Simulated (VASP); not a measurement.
Input of a VASP 6.6.1 run:

Contents of INCAR:

```
PREC = Accurate ; ENCUT = 450
EDIFF = 1E-6 ; ISMEAR = 0
SIGMA = 0.02 ; LREAL = False
LASPH = True ; NELM = 80
ALGO = Fast ; ISIF = 2
LWAVE = False ; LCHARG = False
GGA = PE
```

Contents of KPOINTS:

```
regular mesh
0
Gamma
  5 5 5
```

The input POSCAR:

```
InAs
1.0
    0.0000000000      3.0180000000      3.0180000000
    3.0180000000      0.0000000000      3.0180000000
    3.0180000000      3.0180000000      0.0000000000
In As
1 1
Direct
    0.0000000000      0.0000000000      0.0000000000
    0.7500000000      0.7500000000      0.7500000000
```

Potentials or basis: VASP PAW PBE potentials, release 64 (In_d_GW, As_GW).

The run is started by

```bash
$ cat potpaw_PBE.64/In_d_GW/POTCAR potpaw_PBE.64/As_GW/POTCAR > POTCAR
$ mpirun -np 1 vasp_std > vasp.out
```

(1) Predict the pressure.

(2) Predict the band gap on the k mesh.

Answers

(1) 4.4 GPa.

(2) none (metal or under the smearing width).

Caveat: the k mesh is coarse (spacing up to 0.36 Å⁻¹), so the values aren't converged; this crystal is a semiconductor, whose small gap the functional closes, so the metal is an error of the method.
